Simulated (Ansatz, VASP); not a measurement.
Two plane-wave programs on Si

```
CELL_PARAMETERS angstrom
4.12095 0.00000 0.00000
-2.06047 3.56885 0.00000
0.00000 0.00000 2.65479
ATOMIC_POSITIONS crystal
Si 0.33333 0.66667 0.50000
Si 0.66667 0.33333 0.50000
```

The cell was built by a generator and needn't be a form met in nature.

Alike in both runs: task band structure; functional PBE; k mesh 8 × 8 × 10; occupations fermi-dirac, width 0.05 eV; no spin polarisation.

|  | VASP | Ansatz |
| --- | --- | --- |
| version | VASP 6.6.1 | Ansatz 0.2.0 |
| potentials or method | VASP PAW PBE potentials, release 64 (Si) | Ansatz PAW |
| plane-wave cutoff (eV) | 520 | 420 |
| valence electrons in the cell | 8 | 8 |

```tsv
	VASP	Ansatz	Ansatz less VASP
gap on the k mesh at the Fermi level (eV)	none	none	-
pressure (GPa)	0.0	0.0	+0.06
largest component of the traceless stress (GPa)	0.56	0.60	+0.035
```

A gap of «none» marks a metal or a gap that the smearing closes.
